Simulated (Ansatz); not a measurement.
**Response to strain in CoPt**

The parent structure is CoPt (space group P4/mmm, No. 123; a = 2.677 Å, c = 3.729 Å; ferromagnetic; relaxed with 0.1 eV smearing). Axes: x, y, z lie along a, b, c of the conventional cell.

Strains are applied to the cell and any free atomic positions relax; under biaxial strain the out-of-plane vector relaxes too; under stress the whole cell relaxes.

Computed with r2SCAN/PAW in Ansatz (an electronic-structure program), without spin-orbit coupling.

Notes on the quantities. energy relative to the base: free energy F; pressure: mean of the normal stresses, compression positive.

```tsv
variant	space group	energy relative to the base	volume per atom	pressure
base	P4/mmm (No. 123)	0 meV/atom	13.36 Å³	0.0 GPa
biaxial strain −1.38 %, plane normal [001], relaxed out of plane	P4/mmm (No. 123)	–	13.17 Å³	3.9 GPa
isotropic strain +0.26 %	P4/mmm (No. 123)	(withheld)	13.47 Å³	-1.7 GPa
uniaxial strain ε_xx = −2.42 %	Pmmm (No. 47)	(withheld)	13.04 Å³	6.3 GPa
uniaxial strain ε_yy = −2.94 %	Pmmm (No. 47)	+18 meV/atom	12.97 Å³	7.9 GPa
uniaxial strain ε_yy = +4.75 %	Pmmm (No. 47)	+36 meV/atom	14.00 Å³	-9.0 GPa
tensor shear ε_xz = +1.05 %	P2/m (No. 10)	+2.2 meV/atom	13.36 Å³	0.2 GPa
uniaxial stress, 1 GPa compression along x	Pmmm (No. 47)	+0.1 meV/atom	13.34 Å³	–
tensor shear ε_xy = +3.92 %	Cmmm (No. 65)	+4.8 meV/atom	13.34 Å³	2.0 GPa
tensor shear ε_xy = −2.11 %	Cmmm (No. 65)	+1.2 meV/atom	13.35 Å³	0.9 GPa
```

**Question.** Some entries are withheld; estimate them.

**Answer.** 
- isotropic strain +0.26 %, energy relative to the base: +0.6 meV/atom
- uniaxial strain ε_xx = −2.42 %, energy relative to the base: +12 meV/atom

The magnetic state is the one reached from the starting moments; the real material's order can differ, and small cells can't hold many antiferromagnetic ones. Stability under load was not tested beyond the relaxation.
